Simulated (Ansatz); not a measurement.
# ZnSe (Stilleite): spin-orbit coupling beyond the local functionals

Wanted: gaps of ZnSe (Stilleite) with and without spin-orbit coupling, with cost.

Method: density functionals with and without spin-orbit coupling, plane waves, PAW, in Ansatz 0.2.0.

**Experimental background.**

- Gap 2.695 ± 0.003 eV: excitonic gap from free-exciton PL, not corrected for exciton binding; photoluminescence; 300 K; bulk crystal (Bridgman-grown crystal, polished and etched) (“Alloy Disordering Effects on the Thermal Conductivity and Energy Gap Temperature Dependence of Cd1−xZnxSe Ternary Crystals Grown by the Bridgman Method”, 2023, pmc:10253836).

### Step 1. The structure

The structure is cubic, space group F-43m (No. 216). Conventional cell: a = 5.668 Å, b = 5.668 Å, c = 5.668 Å, α = 90.00°, β = 90.00°, γ = 90.00°. Nearest to Zn lie 4 Se at 2.45 Å. Nearest to Se lie 4 Zn at 2.45 Å. Farther neighbours and most contacts between anions are not listed.

The cell and positions come from the Crystallography Open Database and are kept as given unless a step says otherwise. The default PAW set here is soft_1. Its files were made with PBE.

### Step 2. HSE06, 4×4×4 mesh

This step: DFT, HSE06, plane waves, PAW.

Input file input.yaml:

```yaml
crystal:
  lattice:
    - [0.0, 2.8338, 2.8338]
    - [2.8338, 0.0, 2.8338]
    - [2.8338, 2.8338, 0.0]
  atoms:
    - { symbol: Zn, position: [0.0, 0.0, 0.0] }
    - { symbol: Se, position: [0.25, 0.25, 0.25] }
kpoints:
  mp_grid: { grid: [4, 4, 4] }
  band_path:
    path:
      - [0.0, 0.0, 0.0]
      - [-0.5, -0.5, 0.0]
      - [-0.375, -0.375, 0.25]
      - [-0.375, 0.0, 0.375]
      - [0.0, 0.0, 0.5]
      - [-0.5, -0.25, 0.25]
    npoints: 1
hamiltonian:
  xc: hse06
  pseudopotentials: { kind: paw, azcp: { folder: "./paw" } }
scf:
  occupations: { method: fixed }
  n_extra_bands: 4
output:
  eigenvalues: true
```

Started as:

```bash
$ ansatz run input.yaml --threads 3 --pin off --max-ram 92160MiB --backend cuda --events-out ev --progress --plain --runs-dir out --devices 1 --max-vram 13GiB
```

Numbers of over 12 decimals in the logs are rounded to 6 here.

The log of the run:

```text
scf.n_extra_bands = 4 over 14 filled bands (N_el = 28.0): the run solves 18 bands
GPUs: using 1 of 1 available (devices: 1).
Engine: ansatz 0.2.0, x86_64-unknown-linux-gnu
Pseudopotentials: kind: paw
Pseudopotential: Zn, paw, valence charge 12, recommended cutoff 420 eV (normal), <dir>
Pseudopotential: Se, paw, valence charge 16, recommended cutoff 420 eV (normal), <dir>
Functional definition: HSE06
  parameter a = 0.25
  parameter omega = 0.11/bohr
  exchange = pbe_x - a*pbe_x_sr(omega) + a*exact_x_sr(omega)
  correlation = pbe_c
davidson cushion auto → on  (no smearing: the cushion is to keep the highest requested band from converging to the state above it; pin scf.eigensolver.cushion to override)
device memory: the entry about to start is reckoned to put 0.8 GiB on a device that reports 62.6 GiB free (of which the cap on the GPU budget leaves the run 13.0 GiB)
GPU FFT provider: cuFFT
GPU libraries: cuBLAS 13.8.2, cuFFT 12.4.0, cuSOLVER 12.3.4
Crystal: 2 atoms, lattice volume = 45.513 Å³
Basis set: ecut = 420 eV, 893 PW (Γ)
Bands: 18, of which v1, the nominal top of the filled ones, is band 14 counted from 1 (13 counted from 0)
Symmetry: 24 space group operations
Space group: F-43m (ITA 216), of the structure as read, at distance tolerance 3.6e-5 Å
k-points: 8 of 64 (time reversal used)
Non-local potential: Zn, projectors of the file, l = 0: 2, l = 1: 2, l = 2: 3, l = 3: 1
Non-local potential: Se, projectors of the file, l = 0: 2, l = 1: 2, l = 2: 3, l = 3: 1
PAW form: soft (Blöchl's): semilocal exchange-correlation on the pseudo side does not see the compensation charge
PAW frozen core: Zn, regenerated for the run's functional, and the local potential with it (the file was generated under x = pbe(κ = 0.804, μ = 0.219515), c = pbe(β = 0.066725))
PAW frozen core: Se, regenerated for the run's functional, and the local potential with it (the file was generated under x = pbe(κ = 0.804, μ = 0.219515), c = pbe(β = 0.066725))
PAW one-centre angular grid: Zn, 590 points (default); XC on 64 Gauss nodes
PAW one-centre angular grid: Se, 590 points (default); XC on 64 Gauss nodes
Initial density: superposition of atomic densities (chi_scale 0.1, normalization cell, long waves kept (reshape's long-wave potential 0.00 eV rms))
Initial wavefunctions: pseudopotential atomic-orbital guess
GPU buffer pool allocated for 19683 grid points (all kernels)
GPU transforms: local potential and band sums: pruned to the plane-wave sphere, on 25×27×27
Functional: x = pbe(κ = 0.804, μ = 0.219515), c = pbe(β = 0.066725), warm-up for x = pbe(κ = 0.804, μ = 0.219515) + 0.25 (exact − pbe) at short range (hse, ω = 0.207870 Å⁻¹), c = pbe(β = 0.066725); HSE06 as pw.x's `hse` composes it (authors' and Libxc's form: `xc: wpbeh`)
[...]
Frozen-core exchange: fock
SCF iter   1: F=—  HF=-8791.140041 eV  |F-HF|=—  |Δ(HF+E_count)|=         —  Δρ=1.38e-4  dr2=5.10e-6  ethr=1.34e-6  ⟨swp⟩=3.0  Hψ=336  notcnv=0
preconditioner: auto → none  [insulator: Δε(μ)=2.434 eV  Ē_g=14.147 eV  n_scr=14 (ndim 8)  ℏωp=23.4 eV  f_vac=0.124]
iter 2 solved again at ethr=8.84e-10 eV; its pass at ethr=1.53e-8 eV (dr2=2.47e-7 eV) is discarded
SCF iter   2: F=—  HF=-8791.140041 eV  |F-HF|=—  |Δ(HF+E_count)|=   1.01e-7  Δρ=3.10e-5  dr2=3.71e-7  ethr=8.84e-10  ⟨swp⟩=2.0  Hψ=851  notcnv=0
SCF iter   3: F=—  HF=-8791.140042 eV  |F-HF|=—  |Δ(HF+E_count)|=   8.13e-7  Δρ=1.70e-5  dr2=1.70e-7  ethr=8.84e-10  ⟨swp⟩=4.0  Hψ=509  notcnv=0
SCF iter   4: F=-8791.140042 eV  HF=-8791.140042 eV  |F-HF|=1.40e-8  |Δ(HF+E_count)|=   5.83e-8  Δρ=7.78e-6  dr2=1.94e-8  ethr=5.70e-10  ⟨swp⟩=3.1  Hψ=351  notcnv=0
SCF 3 converged in 4 iterations: F = -8791.140042 eV  dr2 = 1.94e-8
hybrid outer 2: dexx = +9.249e-7 eV, tail = 8.64e-8 eV, Δε = 7.05e-3 eV (about 3.59e-4 eV left of the loop's levels)
device memory: the entry about to start is reckoned to put 0.3 GiB on a device that reports 68.8 GiB free (of which the cap on the GPU budget leaves the run 13.0 GiB)
NSCF: frozen V_eff on 6 k-points
hybrid SCF converged: 2 outer / 10 inner (+6 warm-up), last move |dexx| = 9.25e-7 eV, tail = 8.64e-8 eV
Stability not checked: this state was not tested for a lower state beside it, because the functional holds exact exchange (a hybrid, or Hartree-Fock), whose exchange loop this test does not read (fock_operator; see scf.lower_state_search)
Free energy (F): -8791.140042 eV
Frozen-core exchange: fock
Harris-Foulkes:  -8791.140042 eV  (|F-HF|=1.40e-8)
Internal energy: -8791.140042 eV  (E = F + TS)
E sigma→0 (E₀):  -8791.140042 eV
Fermi energy:    5.908644 eV
--- Per-component energies (eV) ---
  E_band       = -461.154737
  E_kinetic    = 256.973376
  E_local      = -4852.076280  (includes V_loc(G=0)·N_el)
  E_nonlocal   = 471.386865
  E_hartree    = 2248.925745
  E_xc         = -131.607568
  E_vxc        = -113.477239  (∫ρ·V_xc dr)
  E_exx        = -110.198543  (= α·E_x^exact, valence–valence)
  E_paw        = -3953.169828  (= ΣΔE_a)
  E_vpaw       = -501.410101  (= ΣTr[D̂ρ^β])
  E_aug_tail   = -0.000662  (compensation charges beyond the density's cutoff)
  E_ewald      = -2720.942845
  E_core_change = -0.430302  (= ΣΔE_core)
  E_smearing   = -0.000000  (= −TS)
  E_closure    = -0.000000  (closes the sum)
  Σ components = -8791.140042   (vs F -8791.140042, Δ=-1.82e-12)
--- Band table (eV; the first three rows and the last of 8) ---
  k-point 0: bands = [... 10 lower, -2.0298, 5.9086, 5.9086, 5.9086, 8.3428, 12.8552, 12.8552, 12.8552]
  k-point 1: bands = [... 10 lower, -2.0304, 2.6852, 5.4102, 5.4102, 9.7969, 13.5140, 13.5140, 13.6460]
  k-point 2: bands = [... 10 lower, -1.8434, 0.3777, 4.9960, 4.9960, 9.5675, 13.4031, 13.4031, 15.6361]
  k-point 7: bands = [... 10 lower, -1.6870, 0.9909, 2.9150, 3.1360, 12.3381, 12.7950, 14.1113, 14.6748]
```

The job ended after 23 s (1 × NVIDIA H100 80GB HBM3 (shared by 6 runs) with 3 threads of AMD EPYC 7R13 (Zen 3), shared host; peak memory 1 GiB).

Numbers from this step:

* gap: 2.434 eV
* valence top at: Γ
* conduction bottom at: Γ
* least direct gap: 2.434 eV
* exact-exchange fraction: 0.25

The gap is direct, at Γ.

### Step 3. HSE06+SOC, 4×4×4 mesh

Spin-orbit coupling can split or shift the edges; a non-collinear run measures by how much.

This step: DFT, HSE06 with spin-orbit coupling, plane waves, PAW.

input.yaml: that of step 2 with these lines changed.

```diff
@@ -21,6 +21,9 @@
   xc: hse06
-  pseudopotentials: { kind: paw, azcp: { folder: "./paw" } }
+  pseudopotentials: { kind: paw_fr, azcp: { folder: "./paw" } }
 scf:
   occupations: { method: fixed }
-  n_extra_bands: 4
+  n_extra_bands: 8
+magnetization:
+  noncollinear: true
+  spin_orbit: true
 output:
```

The log of the run:

```text
[...]
GPUs: using 1 of 1 available (devices: 1).
[...]
non-collinear run that drives no moment, with spin-orbit: no starting moment large enough to seed its density (crystal.atoms[].spin), no starting occupations that ask for one, no magnetisation constraint and no magnetic field, so the semilocal B_xc is pinned to zero
[...]
GPU FFT provider: cuFFT
GPU libraries: cuBLAS 13.8.2, cuFFT 12.4.0, cuSOLVER 12.3.4
Crystal: 2 atoms, lattice volume = 45.513 Å³
Basis set: ecut = 420 eV, 893 PW (Γ)
Bands: 36, of which v1, the nominal top of the filled ones, is band 28 counted from 1 (27 counted from 0)
Symmetry: 24 space group operations + 24 with time reversal
[...]
k-points: 8 of 64 (time reversal used)
Projection manifold: j_resolved (fully-relativistic pseudo-atomic orbitals)
[...]
GPU buffer pool allocated for 19683 grid points (all kernels)
[...]
SCF iter   1: F=—  HF=-8790.025146 eV  |F-HF|=—  |Δ(HF+E_count)|=         —  Δρ=6.49e-2  dr2=1.14e0  dr2_m=0.00e0 (ungated)  ethr=1.00e-1  |M|=0.00e0 ∫|m|=0.00e0 μB  |m|>n=0.0e0 m-floor=0.0e0 τ_xc=0.0e0  β_m=0.30  ⟨swp⟩=6.1  Hψ=1099  notcnv=0
[...]
SCF iter   4: F=—  HF=-8789.703156 eV  |F-HF|=—  |Δ(HF+E_count)|=   5.87e-3  Δρ=2.97e-3  dr2=2.30e-3  dr2_m=0.00e0 (ungated)  ethr=9.20e-6  |M|=0.00e0 ∫|m|=0.00e0 μB  |m|>n=0.0e0 m-floor=0.0e0 τ_xc=0.0e0  β_m=0.55  ⟨swp⟩=3.9  Hψ=1496  notcnv=0
eigensolver tolerance schedule: the retry pair's looser diagonalisation over-reported the residual by 0.12 of it (diagonalisation noise at 0.13 of the residual, at the tolerance the schedule requests for it); recorded, not acted on — ethr = c·dr2/N_el stays at c = 1.0e-1
SCF iter   5: F=—  HF=-8789.703430 eV  |F-HF|=—  |Δ(HF+E_count)|=   2.74e-4  Δρ=8.81e-4  dr2=1.94e-4  dr2_m=0.00e0 (ungated)  ethr=8.20e-6  |M|=0.00e0 ∫|m|=0.00e0 μB  |m|>n=0.0e0 m-floor=0.0e0 τ_xc=0.0e0  β_m=0.71  ⟨swp⟩=3.0  Hψ=737  notcnv=0
SCF iter   6: F=-8789.703557 eV  HF=-8789.703561 eV  |F-HF|=3.90e-6  |Δ(HF+E_count)|=   1.31e-4  Δρ=7.86e-5  dr2=2.44e-6  dr2_m=0.00e0 (ungated)  ethr=6.92e-7  |M|=0.00e0 ∫|m|=0.00e0 μB  |m|>n=0.0e0 m-floor=0.0e0 τ_xc=0.0e0  ⟨swp⟩=4.0  Hψ=876  notcnv=0
SCF 1 stopped early in 6 iterations: F = -8789.703557 eV  dr2 = 2.44e-6
[...]
GPU FFT provider: cuFFT
GPU libraries: cuBLAS 13.8.2, cuFFT 12.4.0, cuSOLVER 12.3.4
Projection manifold: j_resolved (fully-relativistic pseudo-atomic orbitals)
[...]
GPU buffer pool allocated for 19683 grid points (all kernels)
[...]
Frozen-core exchange: fock
SCF iter   1: F=—  HF=-8789.817226 eV  |F-HF|=—  |Δ(HF+E_count)|=         —  Δρ=2.12e-2  dr2=1.03e-1  dr2_m=0.00e0 (ungated)  ethr=8.72e-8  |M|=0.00e0 ∫|m|=0.00e0 μB  |m|>n=0.0e0 m-floor=0.0e0 τ_xc=0.0e0  β_m=0.30  ⟨swp⟩=8.8  Hψ=1917  notcnv=0
[...]
SCF iter   6: F=-8789.792517 eV  HF=-8789.792517 eV  |F-HF|=1.17e-7  |Δ(HF+E_count)|=   1.86e-5  Δρ=4.96e-5  dr2=3.44e-6  dr2_m=0.00e0 (ungated)  ethr=8.72e-8  |M|=0.00e0 ∫|m|=0.00e0 μB  |m|>n=0.0e0 m-floor=0.0e0 τ_xc=0.0e0  ⟨swp⟩=4.0  Hψ=956  notcnv=0
SCF 2 stopped early in 6 iterations: F = -8789.792517 eV  dr2 = 3.44e-6
hybrid outer 1: dexx = +1.198e-2 eV, tail = 7.25e-5 eV
GPU FFT provider: cuFFT
GPU libraries: cuBLAS 13.8.2, cuFFT 12.4.0, cuSOLVER 12.3.4
Projection manifold: j_resolved (fully-relativistic pseudo-atomic orbitals)
GPU buffer pool allocated for 19683 grid points (all kernels)
[...]
Frozen-core exchange: fock
SCF iter   1: F=—  HF=-8789.792145 eV  |F-HF|=—  |Δ(HF+E_count)|=         —  Δρ=1.02e-4  dr2=3.33e-6  dr2_m=0.00e0 (ungated)  ethr=1.30e-6  |M|=0.00e0 ∫|m|=0.00e0 μB  |m|>n=0.0e0 m-floor=0.0e0 τ_xc=0.0e0  β_m=0.30  ⟨swp⟩=3.2  Hψ=687  notcnv=0
[...]
SCF iter   5: F=-8789.792147 eV  HF=-8789.792147 eV  |F-HF|=4.13e-10  |Δ(HF+E_count)|=   5.21e-8  Δρ=1.27e-6  dr2=6.72e-9  dr2_m=0.00e0 (ungated)  ethr=3.45e-12  |M|=0.00e0 ∫|m|=0.00e0 μB  |m|>n=0.0e0 m-floor=0.0e0 τ_xc=0.0e0  ⟨swp⟩=4.0  Hψ=1668  notcnv=0
SCF 3 converged in 5 iterations: F = -8789.792147 eV  dr2 = 6.72e-9
[...]
NSCF: frozen V_eff on 6 k-points
[...]
Magnetization: |M| = 0.0000 μB,  M = (+0.0000, +0.0000, +0.0000) μB
Absolute magnetization: 0.0000 μB (∫|m|)
  site 0: m = (+0.0000, +0.0000, +0.0000) μB, |m| = 0.0000 μB  (R = 1.01 Å)
  site 1: m = (+0.0000, +0.0000, +0.0000) μB, |m| = 0.0000 μB  (R = 1.01 Å)
Free energy (F): -8789.792147 eV
Frozen-core exchange: fock
[...]
Internal energy: -8789.792147 eV  (E = F + TS)
E sigma→0 (E₀):  -8789.792147 eV
Fermi energy:    6.050456 eV
[...]
--- Band table (eV; the first three rows and the last of 8) ---
  k-point 0: bands = [... 24 lower, 6.0505, 6.0505, 6.0505, 6.0505, 8.3430, 8.3430, 12.7577, 12.7577, ... 4 higher]
  k-point 1: bands = [... 24 lower, 5.2772, 5.2772, 5.5381, 5.5494, 9.7967, 9.7967, 13.4655, 13.4655, ... 4 higher]
  k-point 2: bands = [... 24 lower, 4.8645, 4.8645, 5.1247, 5.1247, 9.5673, 9.5673, 13.3724, 13.3724, ... 4 higher]
  k-point 7: bands = [... 24 lower, 2.7941, 2.9944, 3.1532, 3.1559, 12.3151, 12.3370, 12.7295, 12.8785, ... 4 higher]
```

Elapsed: 42 s, on 1 × NVIDIA H100 80GB HBM3 (shared by 6 runs) with 3 threads; peak memory 1.4 GiB.

This step gave:

```
gap                     : 2.293 eV
valence top at          : Γ
conduction bottom at    : Γ
least direct gap        : 2.293 eV
exact-exchange fraction : 0.25
```

The gap stands −0.14 eV against HSE06.

### Step 4. Together

Times are wall times on 1 × NVIDIA H100 80GB HBM3 (shared by 6 runs) with 3 threads of AMD EPYC 7R13 (Zen 3), shared host, good to a factor of about two.

| level | gap (eV) | with coupling (eV) | change (eV) | time | with coupling |
| --- | --- | --- | --- | --- | --- |
| HSE06 | 2.43 | 2.29 | −0.14 | 23 s | 42 s |

### Step 5. Outcome

```json
{"HSE06": "2.43 eV", "HSE06+SOC": "2.29 eV"}
```

What this shows: Spin-orbit coupling changes the gap by −0.14 eV and the least direct gap by −0.14 eV. Against experiment, by HSE06+SOC: the direct gap of 2.29 eV lies −0.40 eV from the measured 2.695 ± 0.003 eV (exciton, 300 K, 2023). An exciton line or allowed optical edge lies below the quasiparticle gap by the binding energy; a forbidden edge can push the onset above it. The lattice is static and excitons are left out.

[Paths, hosts, dates, memory and timing lines, banners, echoed tables and standing remarks are left out of the program output.]

[Logs are printed without paths, hosts, clocks, repeated set-up lines and the standing remarks that a program may print on its own settings, such as how far it seeks lower states.]

[Runs of the session that timed out or met a known fault of the program may be left out.]

[Cells called generated may have been cut or substituted from an entry of the Crystallography Open Database or the Materials Project.]

[Hosts, paths, dates, database ids (printed as entryN), source tags and the programs' standing remarks are cut or masked in the printed files.]
